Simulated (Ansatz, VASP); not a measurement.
Given: the input of a run of Ansatz 0.2.0 on Si.

input.yaml

```yaml
crystal:
  lattice:
    - [0.0, 2.7218511865, 2.7218511865]
    - [2.7218511865, 0.0, 2.7218511865]
    - [2.7218511865, 2.7218511865, 0.0]
  atoms:
    - { symbol: Si, position: [0.5, 0.5, 0.5] }
    - { symbol: Si, position: [0.75, 0.75, 0.75] }
hamiltonian:
  xc: pbe
  pseudopotentials: { kind: paw }
kpoints:
  mp_grid: { grid: [8, 8, 8] }
scf:
  occupations: { method: fermi_dirac, width: 0.05 }
output:
  forces: true
  stress: true
  eigenvalues: true
relax:
  f_tol: 0.01
  max_steps: 40
  cell: { stress_tol: 0.05 }
```

Potentials or basis: Ansatz PAW.

The run is started by

```console
$ ansatz run input.yaml --threads 2 --pin off --max-ram 5632MiB --backend cpu --events-out ev --progress --plain --runs-dir out
```

Question: Set up the same calculation for VASP 6.6.1. Potentials there: VASP PAW PBE potentials, release 64 (Si).

Answer: As run (the cutoff follows the program's own potentials):

Contents of INCAR:

```
SYSTEM = Si
PREC     = Accurate       ! precision mode
ENCUT    = 600            ! plane-wave cutoff, eV
EDIFF    = 1E-7           ! SCF threshold, eV
ISMEAR   = -1             ! smearing method
SIGMA    = 0.05           ! smearing width, eV
LREAL    = .False.        ! projectors in reciprocal space
LASPH    = .True.         ! aspherical terms in the spheres
NELM     = 80             ! most SCF steps
ALGO     = Fast           ! electronic algorithm
ISIF     = 3              ! what is computed and relaxed
LWAVE    = .False.        ! write WAVECAR
LCHARG   = .False.        ! write CHGCAR
GGA      = PE             ! functional
IBRION   = 2              ! ionic algorithm
NSW      = 40             ! ionic steps
EDIFFG   = -0.01          ! ionic threshold
```

The input KPOINTS:

```
Automatic mesh
0
Gamma
  8 8 8
  0 0 0
```

File POSCAR:

```
Si
1.0
    0.0000000000      2.7218511865      2.7218511865
    2.7218511865      0.0000000000      2.7218511865
    2.7218511865      2.7218511865      0.0000000000
Si
2
Direct
    0.5000000000      0.5000000000      0.5000000000
    0.7500000000      0.7500000000      0.7500000000
```

Potentials or basis: VASP PAW PBE potentials, release 64 (Si).

Launch:

```sh
$ cat potpaw_PBE.64/Si/POTCAR > POTCAR
$ mpirun -np 1 vasp_std > vasp.out
```

Both were run:

|  | VASP | Ansatz | Ansatz less VASP |
| --- | --- | --- | --- |
| gap on the k mesh at the Fermi level, each at its own relaxed structure (eV) | 0.65 | 0.65 | -0.002 |
| relaxed volume (Å³/atom) | 20.44 | 20.46 | +0.015 |
| relaxed cell length with the largest relative difference (Å) | 3.867 | 3.868 | +0.0010 |
| energy change over the relaxation (meV/atom) | -1 | -1 | -0.1 |

Caveats: the plane-wave basis is chosen anew once the cell has moved, so the energies of steps on either side of that aren't comparable (Ansatz). A k mesh can miss the band edges. A hybrid or GW would open this gap; PBE tends to underestimate it.
